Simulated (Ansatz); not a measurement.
Trial structure of PtS2, not yet relaxed:

```
CELL_PARAMETERS angstrom
3.91086 0.00000 0.00000
-1.95543 3.38691 0.00000
0.00000 0.00000 10.30803
ATOMIC_POSITIONS crystal
Pt 0.33333 0.66667 0.69604
Pt 0.66667 0.33333 0.19604
S 0.33333 0.66667 0.03281
S 0.66667 0.33333 0.53281
S 0.33333 0.66667 0.37834
S 0.66667 0.33333 0.87834
```

All numbers below come from Ansatz 0.2.0, DFT PBE, scalar-relativistic, plane waves, PAW. Cutoff 420 eV; k points 6×6×2 on the computed 6-atom cell (Γ-centred); Gaussian smearing, width 0.10 eV; no spin polarisation.

The zero of energy is the elements' standard structures at the same level; no fitted shifts are applied.

Question: How far from equilibrium is it?

Answer: The pressure is -15.7 GPa (the mean over three directions, positive in compression), the largest force is 1.98 eV/Å, and the energy is +0.97 eV/atom against the elements. The shortest distance is 2.76 Å.

Question: Is it a good guess?

Answer: A rough one: relaxing gains about 0.78 eV/atom (the start's value is from the coarse mesh, so the gain is rough) in 12 ionic steps and ends at +0.20 eV/atom on the finer mesh. The symmetry goes from P6_3mc (No. 186) to P6_3/mmc (No. 194). The end has the 2H molybdenite type. The volume per atom shrinks by 13.4 %, from 22.8 to 19.7 Å³. The shortest distance goes from 2.76 Å (S–S) to 2.45 Å (Pt–S). Conventional cell: a = 3.511 Å, c = 11.079 Å. Around Pt lie 6 S at 2.45 Å; S is surrounded by 3 Pt at 2.45 Å and 1 S at 2.76 Å.

The last run used a 12×12×4 mesh (in the run's order of axes) for its 6-atom cell and Gaussian smearing of 0.10 eV. Weakly bound directions are ill-defined at this level, which has no dispersion term. Spin–orbit coupling, which can matter for Pt, is left out. The reference form of S is held partly by dispersion forces, which this level lacks. The relaxation can't lower the symmetry of the start, and the grade says only how near the guess is to its own end. Symmetry constrained the relaxation, so the result can be a saddle point. Another cell of PtS2 relaxed alike, in P-3m1 (a cell as deposited in COD), lies 0.57 eV/atom lower, so this cell isn't the stable form at this level.
